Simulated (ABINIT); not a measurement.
Input of an ABINIT 10.8.3 (patched build) run:

File run.abi:

```
# Pseudopotentials
pp_dirpath "./"
pseudos "Sn.upf, O.upf"

# Structure
acell 3*1.0
rprim
     7.2068394886     0.0000000000     0.0000000000
     0.0000000000     7.2068394886     0.0000000000
     0.0000000000     0.0000000000     9.2349277318
ntypat 2
znucl 50 8
natom 4
typat 1 1 2 2
xred
     0.5091850000    -0.0043280000     0.7697660000
     0.0031930000     0.5007510000     0.2249020000
     0.0068460000     0.0034470000    -0.0019050000
     0.4935640000     0.4956290000    -0.0016140000
chkprim 0
chksymtnons 0
tolsym 1.0e-6

# Plane-wave basis
ecut 42.0

# k points
kptopt 1
ngkpt 7 7 6
nshiftk 1
shiftk 0.0 0.0 0.0

# Exchange and correlation
ixc -116133

# Bands and occupations
nband 24
occopt 3
tsmear 0.00183747

# SCF cycle
nstep 100
tolvrs 1.0e-10

# Output
iomode 3
prtwf 0
prtden 0
prteig 0
prtebands 0
```

Potentials or basis: PseudoDojo NC SR PBEsol v0.4.1 standard.

The run is started by

```console
$ abinit run.abi > log 2>&1
```

Problem. Estimate the band gap on the k mesh.

Solution. 0.58 eV, indirect (least direct gap 1.88 eV).

Problem. Estimate the largest force.

Solution. 0.934 eV/Å.

Problem. Predict the pressure.

Solution. 2.6 GPa.

Forces in eV/Å, atoms in the order of the input:
```
Sn  -0.111  0.049 -0.843
Sn  -0.101 -0.001  0.929
O   -0.187 -0.186 -0.028
O    0.398  0.138 -0.058
```

Caveat: spin-orbit coupling is left out, which moves the levels of the heavy elements; an odd mesh through Γ misses points on the zone boundary, where band edges often lie.
